# Which functional should set the cell of MoSi₂?

The LDA row looks wrong. It puts the crystal at −5.9 GPa, while every other row for the same cell lies between about −3 and +3 GPa. A negative pressure means that the cell is too large for the functional, so the crystal pulls inwards. This run also has the lowest plane-wave cutoff, and too small a basis commonly makes the computed pressure too negative. Even so, most of the offset is what LDA normally does to a solid, and it can be estimated from the two elements.

Density-functional calculations of MoSi₂ (space group I4/mmm, 13.42 Å³/atom) with ABINIT, GPAW and VASP, all for the same unrelaxed cell and a static lattice, without spin–orbit coupling or dispersion correction. Basis is the plane-wave cutoff, U acts on the Mo d shell, and "ferri" is the starting spin order. Pressure is positive in compression.

| method | rung | program | potentials | basis | Hubbard U, eV | spin | k mesh | smearing | pressure (GPa) |
| --- | --- | --- | --- | --- | --- | --- | --- | --- | --- |
| LDA | LDA | ABINIT | JTH PAW LDA v2.0 | 408 eV | none | none | 10x10x10 3-atom cell | Fermi-Dirac 0.05eV | -5.910 |
| PBE | GGA | GPAW | GPAW PAW data sets (gpaw data 1.2.1) | 600 eV | none | none | 12x12x12 3-atom cell | gaussian 0.028eV | 2.830 |
| PBE | GGA | VASP | VASP PAW PBE potentials, recommended | 520 eV | none | none | 12x12x12 3-atom cell | gaussian 0.02eV | 2.390 |
| PBE | GGA | VASP | VASP PAW PBE potentials, gw, light | 500 eV | none | none | 6x6x6 3-atom cell | gaussian 0.02eV | 1.610 |
| PBEsol | GGA | VASP | VASP PAW PBE potentials, gw, light | 550 eV | none | none | 12x12x12 3-atom cell | gaussian 0.05eV | -2.930 |
| r2SCAN | meta-GGA | ABINIT | JTH PAW PBE v2.0 | 490 eV | none | none | 5x5x5 3-atom cell | Fermi-Dirac 0.05eV | -1.090 |
| r2SCAN+U | meta-GGA | VASP | VASP PAW PBE potentials, gw, light | 550 eV | Mo5 | collinear ferri | 8x8x4 6-atom cell | tetrahedron 0.05eV | 1.510 |

## What happens

A functional is the approximation for exchange and correlation, the part of the electrons' energy that has no exact practical formula. Each functional has its own preferred volume. When all are given one cell, the pressure shows how far that cell is from each preference. Here LDA wants the smallest cell, PBEsol a larger one, and PBE a cell larger than the one given.

To turn pressure into length, let $V$ be the given volume, $V_0$ the preferred one and $B$ the bulk modulus, the resistance to compression. Near the energy minimum

$$P \approx B\,\frac{V_0-V}{V}, \qquad \frac{\Delta L}{L} \approx \frac{P}{3B}.$$

The factor 3 appears because volume is the product of three lengths. With $B \approx 210$ GPa, a rough recalled value for MoSi₂, the LDA row gives $-5.91/(3\times 210) \approx -0.009$. If all edges changed in the same proportion, LDA would therefore shorten every edge by about 0.9 %. PBEsol would shorten it by about 0.5 %, and the PBE run with VASP's "gw, light" potentials would lengthen it by about 0.3 %.

## Why the functionals come in this order

LDA treats each point in the crystal as if it lay in a uniform electron gas. Real densities vary strongly, above all in the outer parts of atoms, and there LDA misses some of the energy lowering. PBE adds a term that rewards a steep relative variation of the density. When atoms are pushed together, their tails overlap and the density between them becomes higher and smoother, so part of that reward is lost. The loss acts as an outward push.

PBEsol has a weaker gradient term in exchange, chosen to suit slowly varying densities in solids. Its outward push is smaller, which places it between LDA and PBE. This is the standard theoretical argument; the table shows the resulting order.

If the argument holds, the elements should show similar differences. For solid Mo and Si, PBE gives lattice lengths roughly 1.3 % longer than LDA, and PBEsol roughly 0.5 % longer (recalled values). Multiplying by $3B$ gives estimated pressure steps of about 8.2 and 3.2 GPa for MoSi₂. The table gives 8.2 GPa from LDA to the mean of the PBE rows, and 3.0 GPa from LDA to PBEsol.

The inputs are rough recalled values, so the agreement is closer than they deserve. An error of 0.1 % in a recalled length already shifts the estimate by 0.6 GPa. A basis error of about 1 GPa in the LDA row could therefore go unnoticed. The estimate also assigns one pressure to all PBE runs, which the table contradicts.

## How large the steps are against the scatter

The three PBE rows spread over 1.2 GPa, or about 0.2 % in length. Two of them share the densest mesh and still differ by 0.4 GPa. The third changes potentials, cutoff and mesh together, so its further shift has no single assignable cause. This spread is a practical measure of what a change of program and working settings can do here.

The step from PBEsol to that third PBE run is 4.5 GPa, nearly four times the spread. Both runs use the same program and potentials, although mesh, cutoff and smearing differ. The step from LDA to PBEsol is also well above the spread. The PBE runs all have higher cutoffs than the LDA run, so their spread does not test its basis error. That error would have to reach about 3 GPa to upset the order LDA, PBEsol, PBE.

The place of r2SCAN is less secure. It lies 1.8 GPa above PBEsol, only about one and a half times the PBE spread, and it was run on the coarsest mesh. Its position below PBE has a somewhat wider margin. The PBEsol run and both r2SCAN runs also use potentials made for PBE, and the error from this is untested.

The r2SCAN+U row falls close to the lowest PBE value, but this is no sign that the two methods agree on the physics. Its magnetic start died out, leaving a nonmagnetic metal. The Hubbard term $U$ penalises partly filled d orbitals, which may weaken the Mo–Si bonds and expand the cell. That is a guess for this row, because program, potentials and mesh also differ from the plain r2SCAN run.

## What to do about it

Do not choose the functional whose pressure is nearest zero. These are static calculations, and atomic vibrations add an outward pressure of roughly 1 to 2 GPa, estimated from typical vibrational energies. For a cell measured at room temperature, a perfect functional should thus give a static pressure of about −1 to −2 GPa. If the present cell is such a cell, LDA makes the crystal too small and PBE makes it too large, while PBEsol and r2SCAN come closest.

The accuracy needed then decides the effort:

- **About 1 % in length:** PBEsol will serve at ordinary settings. If the present cell is a measured one, LDA and PBE also miss by less than 1 %, but in opposite directions. They disagree with each other by more than 1 %, so do not mix lengths from the two.
- **About 0.3 %:** the functional matters most. Start with PBEsol, and use r2SCAN as a second opinion on a denser mesh. Include vibrations too, because their 1 to 2 GPa amounts to roughly 0.2 to 0.3 % in length.
- **About 0.1 %:** this corresponds to 0.6 GPa, half the PBE spread. Keep one set of potentials, raise mesh and cutoff until the pressure settles, and include vibrations. This makes differences between your own runs reliable, but the functional's own error is usually larger than 0.1 %, so agreement with experiment at this level cannot be counted on.

For the last two targets, relax the atomic positions and the cell shape as well. The silicon atoms still feel forces in every row, and one pressure can hide opposite tendencies. In the r2SCAN+U run the stress is +2.4 GPa along the two equal axes but −0.4 GPa along the third, so the crystal pushes outwards in two directions and pulls inwards in the other.

LDA, PBEsol and PBE cost about the same at equal settings, so moving from LDA to PBEsol is almost free. r2SCAN needs more work per step and often more steps, and a spin-polarised run roughly doubles the work. The mesh can cost more than any of these: going from 6×6×6 to 12×12×12 means eight times as many k points before symmetry is used. For MoSi₂ that effort is better spent on a converged PBEsol run than on adding $U$. A large $U$ is hard to justify for a metal whose d electrons are shared in broad bands, and its effect could only be judged against a matching run without it.
